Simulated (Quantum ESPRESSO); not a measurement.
# ZnO (P6_3/mmc) in Quantum ESPRESSO: equation of state

Aim: energy against volume of ZnO in PBE, for its equilibrium volume and stiffness.

All numbers are computed with Quantum ESPRESSO 7.5; they aren't measurements. Logs are shortened: lines on timing, memory, paths and dates and some standing lists are left out, and cuts for length are marked.

### Step 1. Starting point

The structure is hexagonal, space group P6_3/mmc (No. 194). Conventional cell: a = 3.288 Å, b = 3.288 Å, c = 7.130 Å, α = 90.00°, β = 90.00°, γ = 120.00°. Zn (site symmetry -6m2) is surrounded by 3 O at 1.90 Å. O (site symmetry -6m2) has 3 Zn at 1.90 Å as nearest neighbours.

Measurements of this composition are mostly on another form, of space group No. 186.

### Step 2. Single point, PBE, 15.69 Å³/atom

Input file pw.in:

```
&CONTROL
  calculation = 'scf'
  prefix = 'pwscf'
  outdir = './tmp'
  pseudo_dir = './pseudo'
  tprnfor = .true.
  tstress = .true.
  disk_io = 'nowf'
/
&SYSTEM
  ibrav = 0
  nat = 4
  ntyp = 2
  ecutwfc = 55
  ecutrho = 440
  nbnd = 36
  occupations = 'smearing'
  smearing = 'fd'
  degauss = 0.00367493
/
&ELECTRONS
  conv_thr = 8d-10
  electron_maxstep = 120
  mixing_beta = 0.5
/
ATOMIC_SPECIES
Zn    65.3800 Zn_pbe_v1.uspp.F.UPF
O     15.9990 O.pbe-n-kjpaw_psl.0.1.UPF
CELL_PARAMETERS angstrom
   3.2208469546    0.0000000000    0.0000000000
  -1.6104234772    2.7893352843    0.0000000000
   0.0000000000    0.0000000000    6.9848812955
ATOMIC_POSITIONS crystal
Zn     0.0000000000    0.0000000000    0.2500000000
Zn     0.0000000000    0.0000000000    0.7500000000
O      0.6666666667    0.3333333333    0.7500000000
O      0.3333333333    0.6666666667    0.2500000000
K_POINTS automatic
9 9 4 0 0 0
```

Potentials or basis: SSSP 1.3 efficiency PBE.

Run with:

```console
$ OMP_NUM_THREADS=1 pw.x -in pw.in > pw.out
```

pw.out:

```text
This program is part of the open-source Quantum ESPRESSO suite
     for quantum simulation of materials; please cite
         "P. Giannozzi et al., J. Phys.:Condens. Matter 21 395502 (2009);
         "P. Giannozzi et al., J. Phys.:Condens. Matter 29 465901 (2017);
         "P. Giannozzi et al., J. Chem. Phys. 152 154105 (2020);
     in publications or presentations arising from this work. More details at

     file O.pbe-n-kjpaw_psl.0.1.UPF: wavefunction(s)  2P renormalized
     Message from routine setup:
     using ibrav=0 with symmetry is DISCOURAGED, use correct ibrav instead

     G-vector sticks info
     --------------------
     sticks:   dense  smooth     PW     G-vecs:    dense   smooth      PW
     Sum        1135     559    163                66131    23325    3797

     Using Slab Decomposition

     bravais-lattice index     =            0
     lattice parameter (alat)  =       6.0865  a.u.
     unit-cell volume          =     423.4737 (a.u.)^3
     number of atoms/cell      =            4
     number of atomic types    =            2
     number of electrons       =        52.00
     number of Kohn-Sham states=           36
     kinetic-energy cutoff     =      55.0000  Ry
     charge density cutoff     =     440.0000  Ry
     scf convergence threshold =      8.0E-10
     mixing beta               =       0.5000
     number of iterations used =            8  plain     mixing
     Exchange-correlation= SLA  PW   PBX  PBC
                           (   1   4   3   4   0   0   0)

     celldm(1)=   6.086519  celldm(2)=   0.000000  celldm(3)=   0.000000
     celldm(4)=   0.000000  celldm(5)=   0.000000  celldm(6)=   0.000000

     crystal axes: (cart. coord. in units of alat)
               a(1) = (   1.000000   0.000000   0.000000 )
               a(2) = (  -0.500000   0.866025   0.000000 )
               a(3) = (   0.000000   0.000000   2.168647 )

     reciprocal axes: (cart. coord. in units 2 pi/alat)
               b(1) = (  1.000000  0.577350 -0.000000 )
               b(2) = (  0.000000  1.154701  0.000000 )
               b(3) = (  0.000000 -0.000000  0.461117 )

     PseudoPot. # 1 for Zn read from file:
     Zn_pbe_v1.uspp.F.UPF
     Pseudo is Ultrasoft, Zval = 20.0
     Generated by new atomic code, or converted to UPF format
     Using radial grid of  943 points,  6 beta functions with:
                l(1) =   0
                l(2) =   0
                l(3) =   1
                l(4) =   1
                l(5) =   2
                l(6) =   2
     Q(r) pseudized with  8 coefficients,  rinner =    1.100   1.100   1.100
                                                       1.100   1.100

     PseudoPot. # 2 for O  read from file:
     O.pbe-n-kjpaw_psl.0.1.UPF
     Pseudo is Projector augmented-wave + core cor, Zval =  6.0
     Generated using "atomic" code by A. Dal Corso  v.5.0.99 svn rev. 10869
     Shape of augmentation charge: BESSEL
     Using radial grid of 1095 points,  4 beta functions with:
                l(1) =   0
                l(2) =   0
                l(3) =   1
                l(4) =   1
     Q(r) pseudized with 0 coefficients

     atomic species   valence    mass     pseudopotential
     Zn               20.00    65.38000     Zn( 1.00)
     O                 6.00    15.99900     O ( 1.00)

     24 Sym. Ops., with inversion, found (12 have fractional translation)

   Cartesian axes

     site n.     atom                  positions (alat units)
         1        Zn     tau(   1) = (   0.0000000   0.0000000   0.5421618  )
         2        Zn     tau(   2) = (   0.0000000   0.0000000   1.6264855  )
         3        O      tau(   3) = (   0.5000000   0.2886751   1.6264855  )
         4        O      tau(   4) = (  -0.0000000   0.5773503   0.5421618  )

     number of k points=    36  Fermi-Dirac smearing, width (Ry)=  0.0037
                       cart. coord. in units 2pi/alat
        k(    1) = (   0.0000000   0.0000000   0.0000000), wk =   0.0061728
        k(    2) = (   0.0000000   0.0000000   0.1152792), wk =   0.0123457
        k(    3) = (   0.0000000   0.0000000  -0.2305585), wk =   0.0061728
        k(    4) = (   0.0000000   0.1283001   0.0000000), wk =   0.0370370
        k(    5) = (   0.0000000   0.1283001   0.1152792), wk =   0.0740741
        k(    6) = (   0.0000000   0.1283001  -0.2305585), wk =   0.0370370
[... 28 lines left out ...]
        k(   35) = (   0.3333333   0.5773503   0.1152792), wk =   0.0246914
        k(   36) = (   0.3333333   0.5773503  -0.2305585), wk =   0.0123457

     Dense  grid:    66131 G-vectors     FFT dimensions: (  45,  45,  90)

     Smooth grid:    23325 G-vectors     FFT dimensions: (  30,  30,  64)

     Initial potential from superposition of free atoms

     starting charge      51.9997, renormalised to      52.0000
     Starting wfcs are   34 randomized atomic wfcs +    2 random wfcs

     Self-consistent Calculation

     iteration #  1     ecut=    55.00 Ry     beta= 0.50
     Davidson diagonalization with overlap
     ethr =  1.00E-02,  avg # of iterations =  5.2

     total energy              =   -1006.10602217 Ry
     estimated scf accuracy    <       1.04765855 Ry

     iteration #  2     ecut=    55.00 Ry     beta= 0.50
     Davidson diagonalization with overlap
     ethr =  2.01E-03,  avg # of iterations =  2.0

     total energy              =   -1006.40421054 Ry
     estimated scf accuracy    <       0.52552878 Ry

     iteration #  3     ecut=    55.00 Ry     beta= 0.50
     Davidson diagonalization with overlap
     ethr =  1.01E-03,  avg # of iterations =  2.1

     total energy              =   -1006.50213885 Ry
     estimated scf accuracy    <       0.01059816 Ry

     iteration #  4     ecut=    55.00 Ry     beta= 0.50
     Davidson diagonalization with overlap
     ethr =  2.04E-05,  avg # of iterations =  2.5

     total energy              =   -1006.50322817 Ry
     estimated scf accuracy    <       0.00147377 Ry

     iteration #  5     ecut=    55.00 Ry     beta= 0.50
     Davidson diagonalization with overlap
     ethr =  2.83E-06,  avg # of iterations =  2.4

     total energy              =   -1006.50344661 Ry
     estimated scf accuracy    <       0.00011585 Ry

     iteration #  6     ecut=    55.00 Ry     beta= 0.50
     Davidson diagonalization with overlap
     ethr =  2.23E-07,  avg # of iterations =  1.1

     total energy              =   -1006.50346009 Ry
     estimated scf accuracy    <       0.00000521 Ry

     iteration #  7     ecut=    55.00 Ry     beta= 0.50
     Davidson diagonalization with overlap
     ethr =  1.00E-08,  avg # of iterations =  2.0

     total energy              =   -1006.50346089 Ry
     estimated scf accuracy    <       0.00000045 Ry

     iteration #  8     ecut=    55.00 Ry     beta= 0.50
     Davidson diagonalization with overlap
     ethr =  8.70E-10,  avg # of iterations =  2.0

     total energy              =   -1006.50346098 Ry
     estimated scf accuracy    <       0.00000006 Ry

     iteration #  9     ecut=    55.00 Ry     beta= 0.50
     Davidson diagonalization with overlap
     ethr =  1.15E-10,  avg # of iterations =  2.0

     total energy              =   -1006.50346099 Ry
     estimated scf accuracy    <          8.6E-10 Ry

     iteration # 10     ecut=    55.00 Ry     beta= 0.50
     Davidson diagonalization with overlap
     ethr =  1.64E-12,  avg # of iterations =  2.6

     End of self-consistent calculation

          k = 0.0000 0.0000 0.0000 (  2905 PWs)   bands (ev):

  -118.4148-118.4147 -72.7593 -72.7591 -72.5261 -72.5261 -72.5260 -72.5260
   -12.4325 -12.3368  -1.0046  -1.0046  -0.9879  -0.9879   0.3980   0.6050
     0.6050   0.6482   0.6482   0.7818   1.8705   3.4262   5.4867   5.4867
     5.4965   5.4965   6.3479   9.1029  10.6487  16.7636  16.8049  18.6548
    18.6548  19.5075  19.5075  22.8390

          k = 0.0000 0.0000 0.1153 (  2899 PWs)   bands (ev):

  -118.4147-118.4147 -72.7593 -72.7591 -72.5261 -72.5261 -72.5260 -72.5260
   -12.4186 -12.3510  -1.0021  -1.0021  -0.9904  -0.9904   0.4368   0.6113
     0.6113   0.6419   0.6419   0.6948   2.0850   3.1445   5.4882   5.4882
     5.4952   5.4952   6.7069   8.4650  11.4479  14.6912  18.7534  18.7534
    19.1650  19.3476  19.3476  23.0176

          k = 0.0000 0.0000-0.2306 (  2912 PWs)   bands (ev):

  -118.4147-118.4147 -72.7593 -72.7593 -72.5261 -72.5261 -72.5261 -72.5261
   -12.3850 -12.3850  -0.9963  -0.9963  -0.9963  -0.9963   0.5459   0.5459
     0.6265   0.6265   0.6265   0.6265   2.5846   2.5846   5.4917   5.4917
     5.4917   5.4917   7.5153   7.5153  12.9086  12.9086  19.0214  19.0214
    19.0214  19.0214  21.6776  21.6776

          k = 0.0000 0.1283 0.0000 (  2913 PWs)   bands (ev):

  -118.4147-118.4147 -72.7593 -72.7591 -72.5264 -72.5264 -72.5262 -72.5261
   -12.3684 -12.2781  -1.0269  -1.0143  -0.9158  -0.8989   0.4161   0.4439
     0.5652   0.5988   0.6434   0.7948   2.1824   3.5818   4.6926   4.9536
     5.2494   5.2839   7.1366   9.7043  10.6137  16.6065  17.0674  17.4613
    18.5515  18.8922  19.8859  21.8632

          k = 0.0000 0.1283 0.1153 (  2915 PWs)   bands (ev):

  -118.4147-118.4147 -72.7593 -72.7591 -72.5264 -72.5264 -72.5262 -72.5261
   -12.3554 -12.2915  -1.0252  -1.0163  -0.9134  -0.9014   0.4420   0.4542
     0.5658   0.6053   0.6368   0.7297   2.3621   3.3135   4.7786   4.9378
     5.2546   5.2789   7.4016   8.9686  11.5306  14.7574  17.5852  18.3372
    18.9984  19.1979  19.6807  21.9926

          k = 0.0000 0.1283-0.2306 (  2924 PWs)   bands (ev):

  -118.4147-118.4147 -72.7592 -72.7592 -72.5264 -72.5264 -72.5262 -72.5262
   -12.3236 -12.3236  -1.0209  -1.0209  -0.9074  -0.9074   0.4687   0.4687
     0.6145   0.6145   0.6210   0.6210   2.8026   2.8026   4.8834   4.8834
     5.2668   5.2668   8.0764   8.0764  12.9986  12.9986  17.9294  17.9294
    19.2950  19.2950  21.3919  21.3919
[... 211 lines left out ...]
  -118.4146-118.4146 -72.7590 -72.7590 -72.5285 -72.5285 -72.5274 -72.5274
   -11.8020 -11.8020  -0.5946  -0.5946   0.0252   0.0252   0.2283   0.2283
     0.5096   0.5096   0.8413   0.8413   1.6620   1.6620   2.3833   2.3833
     4.5217   4.5217  11.0423  11.0423  14.1427  14.1427  15.0469  15.0469
    16.0131  16.0131  20.0977  20.0977

          k = 0.3333 0.5774 0.0000 (  2931 PWs)   bands (ev):

  -118.4146-118.4146 -72.7592 -72.7589 -72.5283 -72.5283 -72.5279 -72.5279
   -11.7699 -11.7699  -0.4680  -0.4493   0.0250   0.0250   0.3510   0.3510
     0.4904   0.4904   1.2664   1.2664   1.3169   1.4344   1.4344   1.9980
     4.6028   4.6028  10.4550  12.0861  14.2723  14.2723  14.8470  15.8143
    15.8143  16.6001  18.3672  18.3672

          k = 0.3333 0.5774 0.1153 (  2928 PWs)   bands (ev):

  -118.4146-118.4146 -72.7591 -72.7589 -72.5283 -72.5283 -72.5279 -72.5279
   -11.7699 -11.7699  -0.4653  -0.4520   0.0257   0.0257   0.3514   0.3514
     0.4858   0.4858   1.2677   1.2677   1.4054   1.4352   1.4352   1.8850
     4.6096   4.6096  10.7302  11.8939  14.3896  14.3896  14.9686  15.3836
    15.3836  16.1265  19.1176  19.1176

          k = 0.3333 0.5774-0.2306 (  2922 PWs)   bands (ev):

  -118.4146-118.4146 -72.7590 -72.7590 -72.5283 -72.5283 -72.5279 -72.5279
   -11.7699 -11.7699  -0.4586  -0.4586   0.0265   0.0265   0.3519   0.3519
     0.4812   0.4812   1.2689   1.2689   1.4359   1.4359   1.6331   1.6331
     4.6163   4.6163  11.3534  11.3534  14.6971  14.6971  14.8419  14.8419
    15.3912  15.3912  20.3580  20.3580

     the Fermi energy is     5.9900 ev

!    total energy              =   -1006.50346099 Ry
     estimated scf accuracy    <          5.2E-10 Ry
     smearing contrib. (-TS)   =      -0.00000034 Ry
     internal energy E=F+TS    =   -1006.50346065 Ry

     The total energy is F=E-TS. E is the sum of the following terms:
     one-electron contribution =    -938.91552011 Ry
     hartree contribution      =     484.47410715 Ry
     xc contribution           =     -99.41768718 Ry
     ewald contribution        =    -433.62296070 Ry
     one-center paw contrib.   =     -19.02139982 Ry

     convergence has been achieved in  10 iterations

     Forces acting on atoms (cartesian axes, Ry/au):

     atom    1 type  1   force =     0.00000000    0.00000000    0.00000000
     atom    2 type  1   force =     0.00000000    0.00000000    0.00000000
     atom    3 type  2   force =    -0.00000000   -0.00000000   -0.00000000
     atom    4 type  2   force =     0.00000000    0.00000000    0.00000000

     Total force =     0.000000     Total SCF correction =     0.000000

     Computing stress (Cartesian axis) and pressure

          total   stress  (Ry/bohr**3)                   (kbar)     P=       57.05
   0.00057507  -0.00000000  -0.00000000           84.60       -0.00       -0.00
  -0.00000000   0.00057507   0.00000000           -0.00       84.60        0.00
   0.00000000   0.00000000   0.00001341            0.00        0.00        1.97

=------------------------------------------------------------------------------=
   JOB DONE.
=------------------------------------------------------------------------------=
```

Run time: 34 s. Hardware: 1 thread of Intel Xeon 6975P-C (Granite Rapids), shared host; peak memory 0.33 GiB.

What came out:

| Property | Result |
| --- | --- |
| Free energy | -13694.1772 eV |
| Pressure | 5.7 GPa |
| Band gap on the k mesh | 0.85 eV, direct |

Caveat: an odd mesh through Γ misses points on the zone boundary, where band edges often lie.

### Step 3. Single point, PBE, 16.02 Å³/atom

pw.in: that of step 2 with these lines changed.

```diff
@@ -29,5 +29,5 @@
 CELL_PARAMETERS angstrom
-   3.2208469546    0.0000000000    0.0000000000
-  -1.6104234772    2.7893352843    0.0000000000
-   0.0000000000    0.0000000000    6.9848812955
+   3.2435297227    0.0000000000    0.0000000000
+  -1.6217648613    2.8089791378    0.0000000000
+   0.0000000000    0.0000000000    7.0340722211
 ATOMIC_POSITIONS crystal
```

Potentials or basis: SSSP 1.3 efficiency PBE.

Run with:

```console
$ OMP_NUM_THREADS=1 pw.x -in pw.in > pw.out
```

Wall time 35 s (1 thread of Intel Xeon 6975P-C (Granite Rapids), shared host); peak memory 0.34 GiB.

The run converged. Its results:

| Property | Result |
| --- | --- |
| Free energy | -13694.2170 eV |
| Pressure | 3.4 GPa |
| Band gap on the k mesh | 0.85 eV, direct |

Caveat: an odd mesh through Γ misses points on the zone boundary, where band edges often lie.

### Step 4. Single point, PBE, 16.36 Å³/atom

pw.in: that of step 3 with these lines changed.

```diff
@@ -29,5 +29,5 @@
 CELL_PARAMETERS angstrom
-   3.2435297227    0.0000000000    0.0000000000
-  -1.6217648613    2.8089791378    0.0000000000
-   0.0000000000    0.0000000000    7.0340722211
+   3.2658996001    0.0000000000    0.0000000000
+  -1.6329498000    2.8283520199    0.0000000000
+   0.0000000000    0.0000000000    7.0825845970
 ATOMIC_POSITIONS crystal
```

Run with:

```console
$ OMP_NUM_THREADS=1 pw.x -in pw.in > pw.out
```

It took 35 s on 1 thread of Intel Xeon 6975P-C (Granite Rapids), shared host; peak memory 0.34 GiB.

The run converged. Its results:

| Item | Value |
| --- | --- |
| Free energy | -13694.2382 eV |
| Pressure | 1.3 GPa |
| Band gap on the k mesh | 0.85 eV, direct |

Caveat: an odd mesh through Γ misses points on the zone boundary, where band edges often lie.

### Step 5. Single point, PBE, 16.69 Å³/atom

pw.in: that of step 4 with these lines changed.

```diff
@@ -29,5 +29,5 @@
 CELL_PARAMETERS angstrom
-   3.2658996001    0.0000000000    0.0000000000
-  -1.6329498000    2.8283520199    0.0000000000
-   0.0000000000    0.0000000000    7.0825845970
+   3.2879671587    0.0000000000    0.0000000000
+  -1.6439835793    2.8474630862    0.0000000000
+   0.0000000000    0.0000000000    7.1304413500
 ATOMIC_POSITIONS crystal
```

Run with:

```console
$ OMP_NUM_THREADS=1 pw.x -in pw.in > pw.out
```

It took 36 s on 1 thread of Intel Xeon 6975P-C (Granite Rapids), shared host; peak memory 0.34 GiB.

It converged, with:

- Free energy: -13694.2428 eV
- Pressure: -0.6 GPa
- Band gap on the k mesh: 0.85 eV, direct

Caveat: an odd mesh through Γ misses points on the zone boundary, where band edges often lie.

### Step 6. Single point, PBE, 17.02 Å³/atom

pw.in: that of step 5 with these lines changed.

```diff
@@ -29,5 +29,5 @@
 CELL_PARAMETERS angstrom
-   3.2879671587    0.0000000000    0.0000000000
-  -1.6439835793    2.8474630862    0.0000000000
-   0.0000000000    0.0000000000    7.1304413500
+   3.3097424102    0.0000000000    0.0000000000
+  -1.6548712051    2.8663210072    0.0000000000
+   0.0000000000    0.0000000000    7.1776641921
 ATOMIC_POSITIONS crystal
```

Potentials or basis: SSSP 1.3 efficiency PBE.

Run with:

```console
$ OMP_NUM_THREADS=1 pw.x -in pw.in > pw.out
```

Run time: 39 s. Hardware: 1 thread of Intel Xeon 6975P-C (Granite Rapids), shared host; peak memory 0.35 GiB.

The run converged. Its results:

* Free energy: -13694.2326 eV
* Pressure: -2.3 GPa
* Band gap on the k mesh: 0.85 eV, direct

Caveat: an odd mesh through Γ misses points on the zone boundary, where band edges often lie.

### Step 7. Single point, PBE, 17.36 Å³/atom

pw.in: that of step 6 with these lines changed.

```diff
@@ -29,5 +29,5 @@
 CELL_PARAMETERS angstrom
-   3.3097424102    0.0000000000    0.0000000000
-  -1.6548712051    2.8663210072    0.0000000000
-   0.0000000000    0.0000000000    7.1776641921
+   3.3312348463    0.0000000000    0.0000000000
+  -1.6656174231    2.8849340028    0.0000000000
+   0.0000000000    0.0000000000    7.2242737071
 ATOMIC_POSITIONS crystal
```

Run with:

```console
$ OMP_NUM_THREADS=1 pw.x -in pw.in > pw.out
```

Wall time 40 s (1 thread of Intel Xeon 6975P-C (Granite Rapids), shared host); peak memory 0.36 GiB.

Results (log left out):

```yaml
Free_energy: -13694.2090 eV
Pressure: -3.8 GPa
Band_gap_on_the_k_mesh: 0.85 eV, direct
```

Caveat: an odd mesh through Γ misses points on the zone boundary, where band edges often lie.

[end of part 1 of 2]
